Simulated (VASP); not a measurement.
Input of a VASP 6.6.1 run:

File POSCAR:

```
Si                                      
1.0
    0.0000000000      2.6896959035      2.6896959035
    2.6896959035      0.0000000000      2.6896959035
    2.6896959035      2.6896959035      0.0000000000
  Si            
     2
Direct
     0.7500000000000000    0.7500000000000000    0.7500000000000000
     0.5000000000000000    0.5000000000000000    0.5000000000000000
```

File INCAR.step1:

```
SYSTEM = Si
PREC = Accurate
ENCUT = 520
EDIFF = 1E-5
ISMEAR = 0
SIGMA = 0.02
LREAL = .FALSE.
LASPH = .TRUE.
NELM = 60
ALGO = Normal
ISIF = 2
LWAVE = .TRUE.
NBANDS = 11
KPAR = 4
GGA = PE
```

The input INCAR.step2:

```
SYSTEM = Si
PREC = Accurate
ENCUT = 520
EDIFF = 1E-7
ISMEAR = 0
SIGMA = 0.02
LREAL = .FALSE.
LASPH = .TRUE.
NELM = 60
ALGO = Normal
ISIF = 2
LWAVE = .FALSE.
LCHARG = .FALSE.
GGA = PE
LHFCALC = .TRUE.
HFSCREEN = 0.2
PRECFOCK = Fast
NBANDS = 11
KPAR = 4
ISTART = 1
```

Contents of KPOINTS:

```
Automatic mesh
0
G
  6 6 6
  0 0 0
```

Potentials or basis: VASP PAW PBE potentials, release 64 (Si).

The run is started by

```sh
$ cat potpaw_PBE.64/Si/POTCAR > POTCAR
$ cp INCAR.step1 INCAR
$ mpirun -np 4 vasp_std > vasp.out
$ cp INCAR.step2 INCAR
$ mpirun -np 4 vasp_std > vasp.out
```

(1) Predict the band gap on the k mesh.

(2) Estimate the pressure.

Answers

(1) 1.25 eV, indirect (least direct gap 3.36 eV).

(2) 3.2 GPa.

Caveat: the PAW data sets were made with another functional, which shifts forces and pressure a little.
